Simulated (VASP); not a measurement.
Set up this calculation in VASP 6.6.1, as the native input.

```yaml
Task: single point
Functional: PBE
Dispersion: D3(BJ)
Potentials_or_basis: VASP PAW PBE potentials, release 64 (Mg, H)
Cutoff: 520 eV
k_mesh: 6 × 6 × 8
Occupations: gaussian, width 0.02 eV
Spin: no spin polarisation
Dipole_correction: no
Further_INCAR_settings: ALGO = Normal; EDIFF = 1e-06; NBANDS = 13
```

The structure of MgH2 lies in POSCAR:

```
MgH2
1.0
    4.4344017623      0.0000000000      0.0000000000
    0.0000000000      4.4344017623      0.0000000000
    0.0000000000      0.0000000000      2.9878478262
Mg H
2 4
Direct
    0.5000000000      0.5000000000      0.5000000000
    0.0000000000      0.0000000000      0.0000000000
    0.6957452407      0.6957452407      0.0000000000
    0.8042547593      0.1957452407      0.5000000000
    0.3042547593      0.3042547593      0.0000000000
    0.1957452407      0.8042547593      0.5000000000
```

The cell is a database's computed one.

The input as run:

INCAR

```
SYSTEM = MgH2
PREC = Accurate
ENCUT = 520
EDIFF = 1E-6
ISMEAR = 0
SIGMA = 0.02
LREAL = .FALSE.
LASPH = .TRUE.
NELM = 100
ALGO = Normal
ISIF = 2
LWAVE = .FALSE.
LCHARG = .FALSE.
GGA = PE
IVDW = 12
NBANDS = 13
```

KPOINTS

```
Automatic mesh
0
G
  6 6 8
  0 0 0
```

Potentials or basis: VASP PAW PBE potentials, release 64 (Mg, H).

The run is started by

```console
$ cat potpaw_PBE.64/Mg/POTCAR potpaw_PBE.64/H/POTCAR > POTCAR
$ mpirun -np 1 vasp_std > vasp.out
```

It gave:

| Item | Value |
| --- | --- |
| Pressure | -0.3 GPa |
| Band gap on the k mesh | 3.83 eV, indirect (least direct gap 4.67 eV) |
| Dispersion energy per atom | -0.141 eV |

It took 12 s on 1 thread of Intel(R) Xeon(R) 6975P-C (Granite Rapids) (shared host), peak memory 0.21 GiB.
